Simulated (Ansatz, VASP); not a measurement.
## LiCl: VASP beside Ansatz

```
Li Cl
1.0
     0.22003    2.79918    2.67297
     2.79918    0.22003    2.67297
     2.88692    2.88692    0.13229
Li Cl
1 1
Direct
  0.01653 0.01653 0.96885
  0.48347 0.48347 0.53115
```

Alike in both runs: task single point; functional PBEsol; k mesh 8 × 8 × 8; occupations gaussian, width 0.02 eV; no spin polarisation.

|  | VASP | Ansatz |
| --- | --- | --- |
| version | VASP 6.6.1 | Ansatz 0.2.0 |
| potentials or method | VASP PAW PBE potentials, release 64 (Li_sv, Cl) | scalar-relativistic, plane waves, PAW |
| plane-wave cutoff (eV) | 520 | 420 |
| valence electrons in the cell | 10 | 10 |

|  | VASP | Ansatz | Ansatz less VASP |
| --- | --- | --- | --- |
| gap on the k mesh at the Fermi level (eV) | 5.03 | 5.02 | -0.009 |
| least direct gap on the mesh (eV) | 5.03 | 5.02 | -0.009 |
| rms of the force components (eV/Å) | 0.061 | 0.060 | -0.0016 |

Atom by atom the forces differ by 0.002 eV/Å (rms over components). The functional is the same, so the differences come from potentials, cutoffs and numerics.

Caveats: the PAW data sets were made with another functional, which shifts forces and pressure a little (VASP). A k mesh can miss the band edges.
